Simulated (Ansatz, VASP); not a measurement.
**SiGe in VASP and in Ansatz**

```
CELL_PARAMETERS angstrom
3.97007 0.00000 0.00000
-1.98504 3.43818 0.00000
0.00000 0.00000 6.56096
ATOMIC_POSITIONS crystal
Si 0.66667 0.33333 0.87450
Si 0.33333 0.66667 0.37450
Ge 0.66667 0.33333 0.48486
Ge 0.33333 0.66667 0.98486
```

Alike in both runs: task single point; functional LDA; k mesh 12 × 12 × 6; occupations gaussian, width 0.03 eV; no spin polarisation.

```csv
,VASP,Ansatz
version,VASP 6.6.1,Ansatz 0.2.0
potentials or method,"VASP PAW LDA potentials, release 64 (Si, Ge_d)","scalar-relativistic, plane waves, PAW"
plane-wave cutoff (eV),520,420
valence electrons in the cell,36,36
```

Ansatz gave:

* gap on the k mesh at the Fermi level (eV): none
* pressure (GPa): -5.1
* largest component of the traceless stress (GPa): 2.34
* rms of the force components (eV/Å): 0.519

Problem. What did VASP give for the same quantities?

Solution. gap on the k mesh at the Fermi level (eV): none; pressure (GPa): -5.0; largest component of the traceless stress (GPa): 2.36; rms of the force components (eV/Å): 0.520.

Atom by atom the forces differ by 0.002 eV/Å (rms over components). A gap of «none» marks a metal or a gap that the smearing closes. Ansatz warned: «pseudo_functional_mismatch».
